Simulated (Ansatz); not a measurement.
`CCC(C)CC` + `CC[SiH2]S` → `CC[SiH2]SC` + `CCC(C)C`  (substitution at a C–C bond)

Computed with Ansatz on PBE0-D4/def2-TZVP structures; ΔE is electronic, products minus reactants. CCSD(T)/CBS is the MP2 limit (def2-TZVPP, def2-QZVPP) plus CCSD(T) − MP2 in def2-TZVPP, frozen cores. DFT in def2-TZVPP. B3LYP here is the variant with VWN-RPA as its local correlation; programs differ in this. One conformer a species, not always the lowest.

`CCC(C)CC`:

```xyz
20

C    -2.130    0.376    0.734
C    -1.395   -0.775    0.066
C     0.122   -0.607   -0.058
C     0.797   -0.532    1.306
C     0.492    0.577   -0.949
C     1.962    0.634   -1.331
H    -2.006    1.312    0.184
H    -3.201    0.169    0.787
H    -1.781    0.543    1.756
H    -1.808   -0.929   -0.937
H    -1.596   -1.698    0.622
H     0.493   -1.513   -0.558
H     1.884   -0.574    1.220
H     0.486   -1.364    1.943
H     0.545    0.397    1.825
H     0.212    1.511   -0.448
H    -0.114    0.528   -1.862
H     2.603    0.782   -0.459
H     2.277   -0.293   -1.820
H     2.158    1.457   -2.022
```

`CC[SiH2]S`:

Z-matrix (Å, degrees):
```
C
C 1 1.527
H 1 1.093 2 111.4
H 1 1.093 2 111.5 3 120.0
H 1 1.093 2 111.4 3 -120.0
Si 2 1.871 1 112.8 3 -60.7
H 2 1.095 1 111.0 3 60.6
H 2 1.096 1 110.5 3 178.1
S 6 2.143 2 113.0 1 178.5
H 6 1.489 2 109.5 1 -58.0
H 6 1.486 2 111.0 1 62.3
H 9 1.344 6 94.7 2 64.1
```

`CC[SiH2]SC`:

```xyz
15

C     0.795    0.071   -1.901
C     1.235   -0.155   -0.459
Si    0.445    1.019    0.770
S    -1.684    0.926    0.755
C    -1.914   -0.787    1.314
H     1.268   -0.641   -2.582
H     1.054    1.077   -2.242
H    -0.288   -0.034   -2.005
H     2.321   -0.041   -0.360
H     1.016   -1.182   -0.144
H     0.758    2.432    0.428
H     0.947    0.708    2.139
H    -1.419   -0.956    2.271
H    -2.986   -0.937    1.442
H    -1.547   -1.499    0.575
```

`CCC(C)C`:

```xyz
17

C     0.720   -1.919    0.329
C    -0.173   -0.751    0.713
C    -0.345    0.306   -0.375
C    -1.375    1.343    0.050
C     0.971    0.980   -0.738
H     1.751   -1.604    0.150
H     0.744   -2.673    1.119
H     0.360   -2.406   -0.582
H     0.221   -0.265    1.615
H    -1.164   -1.133    0.985
H    -0.725   -0.202   -1.272
H    -1.539    2.087   -0.734
H    -1.039    1.875    0.946
H    -2.337    0.878    0.281
H     1.707    0.268   -1.117
H     1.403    1.475    0.138
H     0.821    1.741   -1.508
```

Q: Is it downhill or uphill in electronic energy at CCSD(T)/CBS, and by how much? (Best estimate.)

A: Computed: Uphill: ΔE = +0.08 eV.

Q: What do these levels give: PBE-D4, r2SCAN-D4, PBE0-D4, B3LYP-D4, r2SCAN, PBE0, B3LYP, MP2/def2-TZVPP, SCS-MP2/def2-TZVPP, CCSD(T)/def2-TZVPP, HF/def2-QZVPP, MP2/CBS(def2)? (An estimate is asked.)

A: Computed: PBE-D4 0.02, r2SCAN-D4 0.05, PBE0-D4 0.05, B3LYP-D4 0.03, r2SCAN 0.05, PBE0 0.05, B3LYP 0.05, MP2/def2-TZVPP 0.08, SCS-MP2/def2-TZVPP 0.08, CCSD(T)/def2-TZVPP 0.10, HF/def2-QZVPP 0.08, MP2/CBS(def2) 0.05 eV.

Largest T1 diagnostic among the species: 0.010.
